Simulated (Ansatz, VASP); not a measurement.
Pb: VASP beside Ansatz

```xyz
1
Lattice="-2.1027 2.1027 2.1027 2.1027 -2.1027 2.1027 2.1027 2.1027 -2.1027" Properties=species:S:1:pos:R:3 pbc="T T T"
Pb    0.0000    0.0000    0.0000
```

Alike in both runs: task single point; functional RPBE; k mesh 12 × 12 × 12; occupations fermi-dirac, width 0.1 eV; no spin polarisation.

|  | VASP | Ansatz |
| --- | --- | --- |
| version | VASP 6.6.1 | Ansatz 0.2.0 |
| potentials or method | VASP PAW PBE potentials, release 64 (Pb_d) | plane waves (420 eV) with PAW, scalar-relativistic |
| plane-wave cutoff (eV) | 520 | 420 |
| valence electrons in the cell | 14 | 14 |

Ansatz gave:

- pressure (GPa): -2.8

Task: Estimate VASP's values.

Result: Pressure (GPa): -2.9.

Caveats: the PAW data sets were made with another functional, which shifts forces and pressure a little (VASP). Spin-orbit coupling is left out, which matters for the levels of Pb.
